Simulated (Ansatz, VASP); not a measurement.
**One calculation of CoO, two programs**

File INCAR:

```
PREC = Accurate ; ENCUT = 520
EDIFF = 1E-7 ; ISMEAR = -1
SIGMA = 0.05 ; LREAL = F
LASPH = T ; NELM = 100
ALGO = Normal ; ISIF = 2
LWAVE = F ; LCHARG = T
ISPIN = 2 ; MAGMOM = 2 0
LORBIT = 11 ; LMAXMIX = 4
GGA = PE ; LELF = T
LVHAR = T ; NBANDS = 18
```

The input KPOINTS:

```
regular mesh
0
Gamma
  10 10 10
```

File POSCAR:

```
CoO
1.0
    1.6022198417      0.9250420569      2.5664708903
   -1.6022198417      0.9250420569      2.5664708903
    0.0000000000     -1.8500841138      2.5664708903
Co O
1 1
Direct
    1.0127190000      1.0022420000      0.9822360000
    0.7468560000      0.7664350000      0.7403880000
```

File input.yaml:

```yaml
crystal:
  lattice:
    - [1.6022198417, 0.9250420569, 2.5664708903]
    - [-1.6022198417, 0.9250420569, 2.5664708903]
    - [0.0, -1.8500841138, 2.5664708903]
  atoms:
    - { symbol: Co, position: [1.012719, 1.002242, 0.982236], spin: 2.0 }
    - { symbol: O, position: [0.746856, 0.766435, 0.740388] }
hamiltonian:
  xc: pbe
  pseudopotentials: { kind: paw }
magnetization:
  spin_polarized: true
kpoints:
  mp_grid: { grid: [10, 10, 10] }
scf:
  occupations: { method: fermi_dirac, width: 0.05 }
output:
  forces: true
  stress: true
  eigenvalues: true
```

Change from the starting cell: atoms moved at random, drawn with an rms of 0.05 Å.

Alike in both runs: task single point; functional PBE; k mesh 10 × 10 × 10; occupations fermi-dirac, width 0.05 eV; collinear spin, ferromagnetic start.

|  | VASP | Ansatz |
| --- | --- | --- |
| version | VASP 6.6.1 | Ansatz 0.2.0 |
| potentials or method | VASP PAW PBE potentials, release 64 (Co, O) | Ansatz PAW |
| plane-wave cutoff (eV) | 520 | 420 |
| valence electrons in the cell | 15 | 23 |

Ansatz gave:

| Quantity | Value |
| --- | --- |
| gap on the k mesh at the Fermi level (eV) | none |
| pressure (GPa) | 0.0 |
| largest component of the traceless stress (GPa) | 3.39 |
| rms of the force components (eV/Å) | 0.192 |
| net moment per atom (μB) | 1.38 |
| size of the moment on the site where the two differ most (μB) | 2.20 |

Q: Which values does VASP return?

A: gap on the k mesh at the Fermi level (eV): none; pressure (GPa): -0.2; largest component of the traceless stress (GPa): 3.41; rms of the force components (eV/Å): 0.198; net moment per atom (μB): 1.37; size of the moment on the site where the two differ most (μB): 2.36.

Site moments also hang on the region over which each program counts them. Atom by atom the forces differ by 0.006 eV/Å (rms over components). A gap of «none» marks a metal or a gap that the smearing closes. The two sets of potentials don't hold the same shells in valence.

Caveats: a cell with one magnetic atom can't hold antiferromagnetic order, which such compounds often take; semilocal functionals often make such compounds metallic where correlation or magnetic order opens a gap, which also shifts bond lengths; the pressure holds a Pulay correction of +0.7 GPa for the finite cutoff (Ansatz).
